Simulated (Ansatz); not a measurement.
TiH2:

```
CELL_PARAMETERS angstrom
-1.59650 1.59650 2.13350
1.59650 -1.59650 2.13350
1.59650 1.59650 -2.13350
ATOMIC_POSITIONS crystal
Ti 0.00000 0.00000 0.00000
H 0.25000 0.75000 0.50000
H 0.75000 0.25000 0.50000
```

Base run:

```yaml
Program: Ansatz 0.2.0
Functional: r2SCAN
Potentials_or_basis: Ansatz PAW
Cutoff: 500 eV
Density_cutoff: 2000 eV
k_mesh: 12 × 12 × 12
Occupations: fermi-dirac, width 0.05 eV
Spin: no spin polarisation
Hubbard_terms: Ti d U = 2 eV
```

Its results: band gap on the k mesh none (metal or under the smearing width); pressure -0.3 GPa.

**Question.** After a change of settings the same cell gave: band gap on the k mesh none (metal or under the smearing width); pressure 9.8 GPa. Which change was it?
A. hubbard terms from Ti d U = 2 eV to none; hubbard projectors from ortho-atomic (the default) to none
B. hubbard terms from Ti d U = 2 eV to Ti d U = 4 eV
C. hubbard terms from Ti d U = 2 eV to Ti d U = 1 eV

**Answer.** B.

Caveats: U without spin polarisation on a metal has little footing; the PAW data sets come from PBE, with cores solved anew for the run's functional, which leaves a small shift of forces and pressure; the U is typed as a test and isn't derived for this compound; the density of states is complete only up to the lowest level of the last band computed.

Not every run made on this cell is shown here.
